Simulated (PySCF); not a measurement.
Excited states between 380 and 750 nm. Vertical TDDFT excitations of isolated species (PySCF; the level stands beside each; core orbitals frozen in the response), one conformer each, no solvent.

1. `c1ccn[nH]1`
2. `O=CC(=O)C(F)=C(F)F`
3. `CC(=S)C=C1C=C1`
4. `FC(F)c1ccco1`
5. `C/C=N/N=C\C`
6. `C[C@@H]1OCC(=O)[SiH2]1`

Question: For which of them does the calculation put a singlet between 380 and 750 nm?

Answer: 2, 3 and 6.

1. (B3LYP/def2-SVPD on a GFN2-xTB geometry) 188 nm (f 0.006); 184 nm (f 0.004); 184 nm (f 0.057); 179 nm (f 0.000); 175 nm (f 0.080).
2. (B3LYP/def2-SVPD on a GFN2-xTB geometry) 495 nm (f 0.000); 302 nm (f 0.102); 299 nm (f 0.000); 242 nm (f 0.000); 189 nm (f 0.202). S1 lies in the visible range (380 to 750 nm), at 495 nm, dark in the vertical dipole picture (f under 0.0005); light of that wavelength is blue-green, and its complementary colour is red; a Tamm–Dancoff triplet lies at 620 nm, without intensity as long as spin–orbit coupling is left out.
3. (B3LYP/def2-SVPD on a GFN2-xTB geometry) 511 nm (f 0.000); 399 nm (f 0.000); 339 nm (f 0.025); 299 nm (f 0.248); 240 nm (f 0.028). 2 computed singlets (S1 to S2) lie in the visible range (380 to 750 nm), S2 for one at 399 nm, dark in the vertical dipole picture (f under 0.0005); light of that wavelength is violet, and its complementary colour is yellow-green; a Tamm–Dancoff triplet lies at 591 nm, without intensity as long as spin–orbit coupling is left out.
4. (CAM-B3LYP/def2-SVPD on a GFN2-xTB geometry) 204 nm (f 0.244); 179 nm (f 0.001); 179 nm (f 0.004); 162 nm (f 0.027); 159 nm (f 0.005).
5. (CAM-B3LYP/def2-SVPD on a GFN2-xTB geometry) 245 nm (f 0.007); 238 nm (f 0.001); 199 nm (f 0.096); 194 nm (f 0.539); 183 nm (f 0.031).
6. (CAM-B3LYP/def2-SVPD on a GFN2-xTB geometry) 390 nm (f 0.001); 220 nm (f 0.007); 209 nm (f 0.050); 196 nm (f 0.003); 180 nm (f 0.043). S1 lies in the visible range (380 to 750 nm), at 390 nm, f = 0.0006; light of that wavelength is violet, and its complementary colour is yellow-green; a Tamm–Dancoff triplet lies at 480 nm, without intensity as long as spin–orbit coupling is left out.
